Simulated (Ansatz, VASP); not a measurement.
Given: the input of a run of Ansatz 0.2.0 on MnS.

The input input.yaml:

```yaml
crystal:
  lattice:
    - [0.0, 2.5513320201, 2.5513320201]
    - [2.5513320201, 0.0, 2.5513320201]
    - [2.5513320201, 2.5513320201, 0.0]
  atoms:
    - { symbol: Mn, position: [0.0, 0.0, 0.0], spin: 4.0 }
    - { symbol: S, position: [0.5, 0.5, 0.5] }
kpoints:
  mp_grid: { grid: [9, 9, 9] }
scf:
  occupations: { method: fermi_dirac, width: 0.05 }
hamiltonian:
  xc: lda
  pseudopotentials: { kind: all_electron, lapw: { basis_error: 0.001 } }
magnetization:
  spin_polarized: true
output:
  forces: true
  stress: true
  eigenvalues: true
```

Potentials or basis: all-electron LAPW, scalar-relativistic.

The run is started by

```bash
$ ansatz run input.yaml --threads 2 --pin off --max-ram 6144MiB --backend cpu --events-out ev --progress --plain --runs-dir out
```

Question: Translate it to VASP 6.6.1. Potentials there: VASP PAW LDA potentials, release 64 (Mn_pv, S).

Answer: As run (the cutoff follows the program's own potentials):

File INCAR:

```
SYSTEM = MnS
ALGO     = Normal         ! electronic algorithm
EDIFF    = 1E-6           ! SCF threshold, eV
ENCUT    = 520            ! plane-wave cutoff, eV
ISIF     = 2              ! what is computed and relaxed
ISMEAR   = -1             ! smearing method
ISPIN    = 2              ! spin polarisation
LASPH    = .True.         ! aspherical terms in the spheres
LCHARG   = .True.         ! write CHGCAR
LELF     = .True.         ! ELF
LMAXMIX  = 4              ! l up to which the mixer works
LORBIT   = 11             ! projections on sites
LREAL    = .False.        ! projectors in reciprocal space
LVHAR    = .True.       
LWAVE    = .False.        ! write WAVECAR
MAGMOM   = 4 0            ! initial moments
NBANDS   = 20             ! bands
NELM     = 150            ! most SCF steps
PREC     = Accurate       ! precision mode
SIGMA    = 0.05           ! smearing width, eV
```

File KPOINTS:

```
k-points
0
Gamma
  9 9 9
  0 0 0
```

Contents of POSCAR:

```
MnS
1.0
    0.0000000000      2.5513320201      2.5513320201
    2.5513320201      0.0000000000      2.5513320201
    2.5513320201      2.5513320201      0.0000000000
Mn S
1 1
Direct
    0.0000000000      0.0000000000      0.0000000000
    0.5000000000      0.5000000000      0.5000000000
```

Potentials or basis: VASP PAW LDA potentials, release 64 (Mn_pv, S).

The run is started by

```bash
$ cat potpaw_LDA.64/Mn_pv/POTCAR potpaw_LDA.64/S/POTCAR > POTCAR
$ mpirun -np 1 vasp_std > vasp.out
```

Both were run:

|  | VASP | Ansatz | Ansatz less VASP |
| --- | --- | --- | --- |
| gap on the k mesh at the Fermi level (eV) | none | none | - |
| pressure (GPa) | -11.3 | -10.0 | +1.31 |
| net moment per atom (μB) | 2.12 | 2.17 | +0.055 |
| size of the moment on the site where the two differ most (μB) | 3.86 | 4.10 | +0.236 |

Site moments also hang on the region over which each program counts them. A gap of «none» marks a metal or a gap that the smearing closes. Ansatz ran all-electron here, so the differences hold the error of VASP's frozen core and of both bases.

Caveats: a cell with one magnetic atom can't hold antiferromagnetic order, which such compounds often take; semilocal functionals often make such compounds metallic where correlation or magnetic order opens a gap, which also shifts bond lengths.
